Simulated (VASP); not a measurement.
# CdTe (F-43m) in VASP: a series of runs

The runs below take CdTe through relaxation of the atoms, relaxation of cell and atoms, with PBE+D3(BJ), r2SCAN.

Everything below comes from runs of VASP 6.6.1. Logs are shortened: lines on timing, memory, paths and dates and some standing lists are left out, and cuts for length are marked.

## 1. The crystal as given

Symmetry: F-43m, No. 216, cubic system. Conventional cell: a = 6.410 Å, b = 6.410 Å, c = 6.410 Å, α = 90.00°, β = 90.00°, γ = 90.00°. Cd (site symmetry -43m) has 4 Te at 2.78 Å as nearest neighbours. Te (site symmetry -43m) has 4 Cd at 2.78 Å as nearest neighbours.

## 2. Relaxation of the atoms, PBE+D3(BJ) (a relaxed cell with its volume scaled by 1.04)

Input file INCAR:

```
PREC = Accurate ; ENCUT = 600
EDIFF = 1E-7 ; ISMEAR = 0
SIGMA = 0.03 ; LREAL = False
LASPH = True ; NELM = 80
ALGO = Fast ; ISIF = 2
LWAVE = False ; LCHARG = False
GGA = PE ; IVDW = 12
IBRION = 2 ; NSW = 40
EDIFFG = -0.01
```

Input file KPOINTS:

```
Automatic mesh
0
Gamma
  8 8 8
```

Input file POSCAR:

```
CdTe                                    
1.0
    0.0000000000      3.3036739747      3.3036739747
    3.3036739747      0.0000000000      3.3036739747
    3.3036739747      3.3036739747      0.0000000000
  Cd              Te            
     1     1
Direct
     0.0000000000000000    0.0000000000000000    0.0000000000000000
     0.2500000000000000    0.2500000000000000    0.2500000000000000
```

Potentials or basis: VASP PAW PBE potentials, release 64 (Cd, Te).

Launch:

```
$ cat potpaw_PBE.64/Cd/POTCAR potpaw_PBE.64/Te/POTCAR > POTCAR
$ mpirun -np 1 vasp_std > vasp.out
```

OUTCAR:

```text
PREC = Accurate
   ENCUT = 600
   EDIFF = 1E-7
   ISMEAR = 0
   LREAL = False
   LASPH = True
   NELM = 80
   ISIF = 2
   GGA = PE
   IVDW = 12
   IBRION = 2
   NSW = 40
   EDIFFG = -0.01
 IVDW          = 12

 ion  position               nearest neighbor table
   1  0.000  0.000  0.000-   2 2.86   2 2.86   2 2.86   2 2.86
   2  0.250  0.250  0.250-   1 2.86   1 2.86   1 2.86   1 2.86

  LATTYP: Found a face centered cubic cell.
 ALAT       =     6.6073479494

  Lattice vectors:

 A1 = (   0.0000000000,   3.3036739747,   3.3036739747)
 A2 = (   3.3036739747,   0.0000000000,   3.3036739747)
 A3 = (   3.3036739747,   3.3036739747,   0.0000000000)

Analysis of symmetry for initial positions (statically):
=====================================================================
 Subroutine PRICEL returns:
 Original cell was already a primitive cell.

 Routine SETGRP: Setting up the symmetry group for a
 face centered cubic supercell.

 Subroutine GETGRP returns: Found 24 space group operations
 (whereof 24 operations were pure point group operations)
 out of a pool of 48 trial point group operations.

The static configuration has the point symmetry T_d .

Analysis of symmetry for dynamics (positions and initial velocities):
=====================================================================
 Subroutine PRICEL returns:
 Original cell was already a primitive cell.

 Routine SETGRP: Setting up the symmetry group for a
 face centered cubic supercell.

 Subroutine GETGRP returns: Found 24 space group operations
 (whereof 24 operations were pure point group operations)
 out of a pool of 48 trial point group operations.

The dynamic configuration has the point symmetry T_d .

 Subroutine INISYM returns: Found 24 space group operations
 (whereof 24 operations are pure point group operations),
 and found     1 'primitive' translations

----------------------------------------------------------------------------------------

                                     Primitive cell

  volume of cell :      72.1143

  direct lattice vectors                    reciprocal lattice vectors
     0.000000000  3.303673975  3.303673975    -0.151346653  0.151346653  0.151346653
     3.303673975  0.000000000  3.303673975     0.151346653 -0.151346653  0.151346653
     3.303673975  3.303673975  0.000000000     0.151346653  0.151346653 -0.151346653

  length of vectors
     4.672100541  4.672100541  4.672100541     0.262140093  0.262140093  0.262140093

  position of ions in fractional coordinates (direct lattice)
     0.000000000  0.000000000  0.000000000
     0.250000000  0.250000000  0.250000000

  ion indices of the primitive-cell ions
   primitive index   ion index
                 1           1
                 2           2

----------------------------------------------------------------------------------------

 KPOINTS: Automatic mesh

Automatic generation of k-mesh.
 Grid dimensions read from file:
 generate k-points for:    8    8    8

 Generating k-lattice:

  Cartesian coordinates                     Fractional coordinates (reciprocal lattice)
    -0.018918332  0.018918332  0.018918332     0.125000000  0.000000000  0.000000000
     0.018918332 -0.018918332  0.018918332     0.000000000  0.125000000  0.000000000
     0.018918332  0.018918332 -0.018918332     0.000000000  0.000000000  0.125000000

  Length of vectors
     0.032767512  0.032767512  0.032767512

  Shift w.r.t. Gamma in fractional coordinates (k-lattice)
     0.000000000  0.000000000  0.000000000

 Subroutine IBZKPT returns following result:
 ===========================================

 Found     29 irreducible k-points:

 Following reciprocal coordinates:
            Coordinates               Weight
  0.000000  0.000000  0.000000      1.000000
  0.125000  0.000000  0.000000      8.000000
  0.250000  0.000000  0.000000      8.000000
  0.375000  0.000000  0.000000      8.000000
  0.500000  0.000000  0.000000      4.000000
  0.125000  0.125000  0.000000      6.000000
[... 16 lines left out ...]
  0.500000  0.250000  0.125000     48.000000
 -0.375000  0.250000  0.125000     24.000000
 [... further k-points ...]
   k-points           NKPTS =     29   k-points in BZ     NKDIM =     29   number of bands    NBANDS=     13
   number of dos      NEDOS =    301   number of ions     NIONS =      2
   total plane-waves  NPLWV =  64000
   dimension x,y,z NGX =    40 NGY =   40 NGZ =   40
   dimension x,y,z NGXF=    80 NGYF=   80 NGZF=   80
   ions per type =               1   1
   NGX,Y,Z   is equivalent  to a cutoff of  14.23, 14.23, 14.23 a.u.
   NGXF,Y,Z  is equivalent  to a cutoff of  28.47, 28.47, 28.47 a.u.
 SYSTEM =  unknown system
   PREC   = accura    normal or accurate (medium, high low for compatibility)
   ISTART =      0    job   : 0-new  1-cont  2-samecut
   ICHARG =      2    charge: 1-file 2-atom 10-const
   ISPIN  =      1    spin polarized calculation?
   LNONCOLLINEAR =      F non collinear calculations
   LSORBIT =      F    spin-orbit coupling
   LASPH  =      T    aspherical Exc in radial PAW
   ENCUT  =  600.0 eV  44.10 Ry    6.64 a.u.   9.33  9.33  9.33*2*pi/ulx,y,z
   NELM   =     80;   NELMIN=  2; NELMDL= -5     # of ELM steps
   EDIFF  = 0.1E-06   stopping-criterion for ELM
   LREAL  =      F    real-space projection
   EDIFFG = -.1E-01   stopping-criterion for IOM
   NSW    =     40    number of steps for IOM
   IBRION =      2    ionic relax: 0-MD 1-quasi-New 2-CG
   NFREE  =      1    steps in history (QN), initial steepest desc. (CG)
   ISIF   =      2    stress and relaxation
   ISYM   =      2    0-nonsym 1-usesym 2-fastsym
   POTIM  = 0.5000    time-step for ionic-motion
   TEBEG  =    0.0;   TEEND  =   0.0 temperature during run
   PSTRESS=    0.0 pullay stress
   NELECT =      18.0000    total number of electrons
   NUPDOWN=      -1.0000    fix difference up-down
   EMIN   =  10.00;   EMAX   =-10.00  energy-range for DOS
   EFERMI =   0.00;   METHOD = LEGACY
   ISMEAR =     0;   SIGMA  =   0.03  broadening in eV -4-tet -1-fermi 0-gaus
   EFERMI_NEDOS =   21; number of points for ismear=-14 and -15
   IALGO  =     68    algorithm
   IMIX   =      4    mixing-type and parameters
     AMIX     =   0.40;   BMIX     =  1.00
     AMIX_MAG =   1.60;   BMIX_MAG =  1.00
  volume/ion in A,a.u.               =      36.06       243.33
  Fermi-wavevector in a.u.,A,eV,Ry     =   1.030762  1.947858 14.455792  1.062471
  Thomas-Fermi vector in A             =   2.164877
   LORBIT       =      0    0 simple, 1 ext, 2 COOP (PROOUT), +10 PAW based schemes
   GGA     = PE    functional components
   LHFCALC =     F    Hartree Fock is set to
   AEXX    =    0.0000 exact exchange contribution
   IVDW    =    12    specifies the selected vdW correction
   LEPSILON=     F    determine dielectric tensor
   LRPA    =     F    only Hartree local field effects (RPA)
 conjugate gradient relaxation of ions
 non-spin polarized calculation
 RMM-DIIS sequential band-by-band and
 Gauss-broadening in eV      SIGMA  =   0.03
  energy-cutoff  :      600.00
  volume of cell :       72.11
 maximum number of plane-waves:      2450
 NGX is ok and might be reduce to    40
   NGX = 19   NGY = 19   NGZ = 19

 number of electron      18.0000001 magnetization

 Free energy of the ion-electron system (eV)
  ---------------------------------------------------
  ext. energy  EPLUGINS =         0.00000000
  ---------------------------------------------------
  free energy    TOTEN  =        -4.81131058 eV

  energy without entropy =       -4.81131058  energy(sigma->0) =       -4.81131058

 E-fermi :   1.9880     XC(G=0):  -8.3300

 val. band max:        1.8388331559   @ k =   0.0000   0.0000   0.0000
 cond. band min:       2.4360541768   @ k =   0.0000   0.0000   0.0000
 fundamental gap:      0.5972210210
 Fermi energy:         1.9880082656

 k-point     1 :       0.0000    0.0000    0.0000
  band No.  band energies     occupation
      1      -9.0200      2.00000
      2      -6.2657      2.00000
      3      -6.2657      2.00000
      4      -6.2657      2.00000
      5      -6.0457      2.00000
      6      -6.0457      2.00000
      7       1.8388      2.00000
      8       1.8388      2.00000
      9       1.8388      2.00000
     10       2.4361      0.00000
     11       6.4755      0.00000
     12       6.4755      0.00000
     13       6.4756      0.00000

 k-point     2 :       0.1250    0.0000    0.0000
  band No.  band energies     occupation
      1      -8.9692      2.00000
      2      -6.2563      2.00000
      3      -6.2563      2.00000
      4      -6.2229      2.00000
      5      -6.0464      2.00000
      6      -6.0464      2.00000
      7       0.6521      2.00000
      8       1.7175      2.00000
      9       1.7175      2.00000
     10       3.3331      0.00000
     11       6.4322      0.00000
     12       6.6704      0.00000
     13       6.6704      0.00000

 k-point     3 :       0.2500    0.0000    0.0000
  band No.  band energies     occupation
      1      -8.8465      2.00000
      2      -6.2356      2.00000
      3      -6.2356      2.00000
      4      -6.0842      2.00000
      5      -6.0458      2.00000
      6      -6.0458      2.00000
      7      -0.7388      2.00000
      8       1.4578      2.00000
      9       1.4578      2.00000
     10       3.7269      0.00000
     11       6.9901      0.00000
     12       6.9901      0.00000
     13       7.0994      0.00000
[... 305 lines left out ...]
 k-point    23 :       0.5000    0.2500    0.1250
  band No.  band energies     occupation
      1      -8.6623      2.00000
      2      -6.1952      2.00000
      3      -6.1867      2.00000
      4      -6.0672      2.00000
      5      -6.0371      2.00000
      6      -5.7671      2.00000
      7      -1.7905      2.00000
      8       0.0832      2.00000
      9       0.8388      2.00000
     10       4.9493      0.00000
     11       6.4185      0.00000
     12       7.2857      0.00000
     13       8.4661      0.00000

 k-point    24 :      -0.3750    0.2500    0.1250
  band No.  band energies     occupation
      1      -8.6241      2.00000
      2      -6.1906      2.00000
      3      -6.1807      2.00000
      4      -6.0579      2.00000
      5      -6.0406      2.00000
      6      -5.6564      2.00000
      7      -2.1075      2.00000
      8      -0.0346      2.00000
      9       0.7068      2.00000
     10       4.9440      0.00000
     11       6.4943      0.00000
     12       7.7293      0.00000
     13       8.8739      0.00000

 [... further k-points ...]

------------------------ aborting loop because EDIFF is reached ----------------------------------------

 Edisp (eV)   -0.63870

 E8    (eV) :    -0.2857

  FORCE on cell =-STRESS in cart. coord.  units (eV):
  Direction    XX          YY          ZZ          XY          YZ          ZX
  --------------------------------------------------------------------------------------
  -------------------------------------------------------------------------------------
  Total      -0.64412    -0.64412    -0.64412     0.00000     0.00000     0.00000
  in kB     -14.31047   -14.31047   -14.31047     0.00000     0.00000     0.00000
  external pressure =      -14.31 kB  Pullay stress =        0.00 kB

 VOLUME and BASIS-vectors are now :
 -----------------------------------------------------------------------------
  energy-cutoff  :      600.00
  volume of cell :       72.11
      direct lattice vectors                 reciprocal lattice vectors
     0.000000000  3.303673975  3.303673975    -0.151346653  0.151346653  0.151346653
     3.303673975  0.000000000  3.303673975     0.151346653 -0.151346653  0.151346653
     3.303673975  3.303673975  0.000000000     0.151346653  0.151346653 -0.151346653

 POSITION                                       TOTAL-FORCE (eV/Angst)
 -----------------------------------------------------------------------------------
      0.00000      0.00000      0.00000        -0.000000     -0.000000     -0.000000
      1.65184      1.65184      1.65184         0.000000      0.000000      0.000000
 -----------------------------------------------------------------------------------
    total drift:                               -0.000000     -0.000000     -0.000000

  FREE ENERGIE OF THE ION-ELECTRON SYSTEM (eV)
  ---------------------------------------------------
  free  energy   TOTEN  =        -5.4500094220 eV

  energy  without entropy=       -5.4500094220  energy(sigma->0) =       -5.45000942

 reached required accuracy - stopping structural energy minimisation
```

Run time: 18 s. Hardware: 1 thread of Intel Xeon 6975P-C (Granite Rapids), shared host; peak memory 0.26 GiB.

Results:

```
Free energy                : -5.4500 eV
Pressure after relaxing    : -1.4 GPa
Band gap on the k mesh     : 0.60 eV, direct
Dispersion energy per atom : -0.319 eV
```

Final structure:
```
CELL_PARAMETERS angstrom
0.00000 3.30367 3.30367
3.30367 0.00000 3.30367
3.30367 3.30367 0.00000
ATOMIC_POSITIONS crystal
Cd 0.00000 0.00000 0.00000
Te 0.25000 0.25000 0.25000
```

Caveat: the relaxation stopped at its first step, so nothing moved; spin-orbit coupling is left out, which moves the levels of the heavy elements.

## 3. Relaxation of the atoms, PBE+D3(BJ) (a relaxed cell with its volume scaled by 1.06)

INCAR is that of step 2.

KPOINTS is that of step 2.

Input file POSCAR:

```
CdTe                                    
1.0
    0.0000000000      3.3247170514      3.3247170514
    3.3247170514      0.0000000000      3.3247170514
    3.3247170514      3.3247170514      0.0000000000
  Cd              Te            
     1     1
Direct
     0.0000000000000000    0.0000000000000000    0.0000000000000000
     0.2500000000000000    0.2500000000000000    0.2500000000000000
```

Potentials or basis: VASP PAW PBE potentials, release 64 (Cd, Te).

Launch:

```
$ cat potpaw_PBE.64/Cd/POTCAR potpaw_PBE.64/Te/POTCAR > POTCAR
$ mpirun -np 1 vasp_std > vasp.out
```

Wall time 18 s (1 thread of Intel Xeon 6975P-C (Granite Rapids), shared host); peak memory 0.25 GiB.

The run converged. Its results:

```
Free energy                : -5.4353 eV
Pressure after relaxing    : -2.0 GPa
Band gap on the k mesh     : 0.54 eV, direct
Dispersion energy per atom : -0.312 eV
```

Final structure:
```xyz
2
Lattice="0.0000 3.3247 3.3247 3.3247 0.0000 3.3247 3.3247 3.3247 0.0000" Properties=species:S:1:pos:R:3 pbc="T T T"
Cd    0.0000    0.0000    0.0000
Te    1.6624    1.6624    1.6624
```

Levels at points of the mesh, in eV from the valence-band top:
| k point | band 7 | band 8 | band 9 | band 10 | band 11 | band 12 |
| --- | --- | --- | --- | --- | --- | --- |
| (0.00, 0.00, 0.00) | 0.00 | 0.00 | 0.00 | 0.54 | 4.65 | 4.65 |
| (0.50, 0.00, 0.00) | -4.01 | -0.67 | -0.67 | 1.74 | 5.21 | 5.21 |
| (0.50, 0.50, 0.00) | -3.95 | -1.62 | -1.62 | 2.67 | 2.77 | 8.44 |

Caveat: the relaxation stopped at its first step, so nothing moved; spin-orbit coupling is left out, which moves the levels of the heavy elements.

## 4. Relaxation of cell and atoms, r2SCAN

Input file INCAR:

```
PREC     = Accurate       # precision mode
ENCUT    = 600            # plane-wave cutoff, eV
EDIFF    = 1E-6           # SCF threshold, eV
ISMEAR   = 0              # smearing method
SIGMA    = 0.03           # smearing width, eV
LREAL    = False          # projectors in reciprocal space
LASPH    = True           # aspherical terms in the spheres
NELM     = 80             # most SCF steps
ALGO     = Normal         # electronic algorithm
ISIF     = 3              # what is computed and relaxed
LWAVE    = False          # write WAVECAR
LCHARG   = False          # write CHGCAR
METAGGA  = R2SCAN         # meta-GGA
LMIXTAU  = True         
IBRION   = 2              # ionic algorithm
NSW      = 90             # ionic steps
EDIFFG   = -0.01          # ionic threshold
```

Input file KPOINTS:

```
regular mesh
0
Gamma
  8 8 8
```

Input file POSCAR:

```
CdTe
1.0
    0.0000000000      3.2050000000      3.2050000000
    3.2050000000      0.0000000000      3.2050000000
    3.2050000000      3.2050000000      0.0000000000
Cd Te
1 1
Direct
    0.0000000000      0.0000000000      0.0000000000
    0.2500000000      0.2500000000      0.2500000000
```

Launch:

```
$ cat potpaw_PBE.64/Cd/POTCAR potpaw_PBE.64/Te/POTCAR > POTCAR
$ mpirun -np 1 vasp_std > vasp.out
```

Run time: 2.2 min. Hardware: 1 thread of Intel Xeon 6975P-C (Granite Rapids), shared host; peak memory 0.26 GiB.

Results (log left out):

```yaml
Free_energy: -46.6444 eV
Relaxed_volume: 35.30 Å³/atom
Relaxed_cell: a = 4.639 Å, b = 4.639 Å, c = 4.639 Å, α = 60.00°, β = 60.00°, γ = 60.00°
Space_group_after_relaxing_to_0.05_Å: F-43m (No. 216)
Energy_gained_by_relaxing: 23.1 meV/atom
Ionic_steps: 3
Pressure_after_relaxing: 0.0 GPa
Band_gap_on_the_k_mesh: 1.15 eV, direct
```

Step by step:
```tsv
step	energy change (eV)	largest force (eV/Å)	pressure (GPa)	volume (Å³)
1	0.0000	0.0000	3.32	65.84
2	-0.0398	0.0000	-1.02	72.57
3	-0.0462	0.0000	0.01	70.60
```

Final structure:
```cif
data_structure
_symmetry_space_group_name_H-M 'P 1'
_symmetry_Int_Tables_number 1
_cell_length_a 4.6392
_cell_length_b 4.6392
_cell_length_c 4.6392
_cell_angle_alpha 60.000
_cell_angle_beta 60.000
_cell_angle_gamma 60.000
_cell_volume 70.60
loop_
_atom_site_label
_atom_site_type_symbol
_atom_site_fract_x
_atom_site_fract_y
_atom_site_fract_z
_atom_site_occupancy
Cd1 Cd 0.00000 0.00000 0.00000 1
Te1 Te 0.25000 0.25000 0.25000 1
```

Levels at points of the mesh, in eV from the valence-band top:
```tsv
k point	band 6	band 7	band 8	band 9	band 10	band 11	band 12	band 13
(0.00, 0.00, 0.00)	-8.19	0.00	0.00	0.00	1.15	5.06	5.06	5.06
(0.50, 0.00, 0.00)	-7.84	-4.28	-0.74	-0.74	2.19	5.60	5.60	7.38
(0.50, 0.50, 0.00)	-7.70	-4.17	-1.79	-1.79	2.96	2.99	9.25	9.63
```

Caveat: the PAW data sets were made with another functional, which shifts forces and pressure a little; spin-orbit coupling is left out, which moves the levels of the heavy elements. r2SCAN opens gaps a little over a GGA but as a rule still falls short of measured ones.

## 5. Overview

```csv
task,level,cell,gap on the mesh (eV),pressure (GPa)
relaxation of the atoms,PBE+D3(BJ),atoms relaxed from: a relaxed cell with its volume scaled by 1.04,0.60,-1.4
relaxation of the atoms,PBE+D3(BJ),atoms relaxed from: a relaxed cell with its volume scaled by 1.06,0.54,-2.0
relaxation of cell and atoms,r2SCAN,relaxed,1.15,0.0
```

Alike in all rows: potentials or basis VASP PAW PBE potentials, release 64 (Cd, Te); no spin polarisation; k mesh 8 × 8 × 8; cutoff (eV) 600; smearing gaussian 0.03 eV.

Caveats: spin-orbit coupling is left out, which moves the levels of the heavy elements; the relaxation stopped at its first step, so nothing moved (some runs); the PAW data sets were made with another functional, which shifts forces and pressure a little (some runs).

Absolute energies hang on the potentials; compare differences alone.
